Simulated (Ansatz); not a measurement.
# TiAl: the cost of one run

Program: Ansatz 0.2.0. Level of theory: DFT PBE, scalar-relativistic, plane waves, PAW. These are calculated values, not measurements.

6 further runs of the same task are left out: 6 set aside as unsound or not needed.

## Step 1: The structure to begin with

The structure is tetragonal, space group P4/mmm (No. 123). Conventional cell: a = 2.822 Å, b = 2.822 Å, c = 4.077 Å, α = 90.00°, β = 90.00°, γ = 90.00°. Around Ti (site symmetry 4/mmm) lie 4 Ti at 2.82 Å and 8 Al at 2.85 Å. Around Al (site symmetry 4/mmm) lie 4 Al at 2.82 Å and 8 Ti at 2.85 Å.

As a file:

```
Ti Al
1.0
     2.82200    0.00000    0.00000
     0.00000    2.82200    0.00000
     0.00000    0.00000    4.07684
Ti Al
1 1
Direct
  0.00000 0.00000 0.00000
  0.50000 0.50000 0.50000
```

It is the result of an earlier relaxation at this level (volume 16.23 Å³/atom; gap on the mesh: none (metal)).

## Step 2: Plan of the line

The energy is mapped over a normal mode and a strain (zone-centre modes of the cell shown) (x along [1 0 0], y along [0 1 0], z along [0 0 1] of the conventional cell).

First coordinate, amplitude of mode 5 (262 cm⁻¹), largest displacement in the unstrained cell: 11 values from −0.168 Å. Second coordinate, normal strain along y: 7 values from −7.00 %.

Nothing else is relaxed (the pattern is fixed in fractional coordinates). Energies count from the relaxed high-symmetry cell. Points are written as (first, second).

The modes come from a phonon run on the reference cell, made beforehand.

Displacement patterns for an amplitude of 1 (Å):

| atom | x1 | y1 | z1 |
| --- | --- | --- | --- |
| Ti1 | 0.000 | -0.564 | 0.000 |
| Al2 | 0.000 | 1.000 | 0.000 |

## Step 3: Point (0.000 Å, −7.00 %)

The input, input.yaml:

```yaml
crystal:
  lattice:
    - [2.8220029273, 0.0, 0.0]
    - [0.0, 2.6244627224, 0.0]
    - [0.0, 0.0, 4.07684145]
  atoms:
    - { symbol: Ti, position: [0.0, 0.0, 0.0] }
    - { symbol: Al, position: [0.5, 0.5, 0.5] }
basis:
  ecutwfc: 520.0
kpoints:
  mp_grid: { grid: [16, 16, 12] }
hamiltonian:
  xc: pbe
scf:
  occupations: { method: gaussian, width: 0.15 }
output:
  forces: true
  stress: true
  eigenvalues: true
```

Run with:

```sh
> ansatz run input.yaml --threads 1 --pin off --max-ram 2048MiB --backend cpu --events-out ev --progress --plain --runs-dir out
```

What time and memory should one allow on 1 thread of AMD EPYC 9R45 (Zen 5), shared host?

About 4.6 s, with a peak of 0.59 GiB.
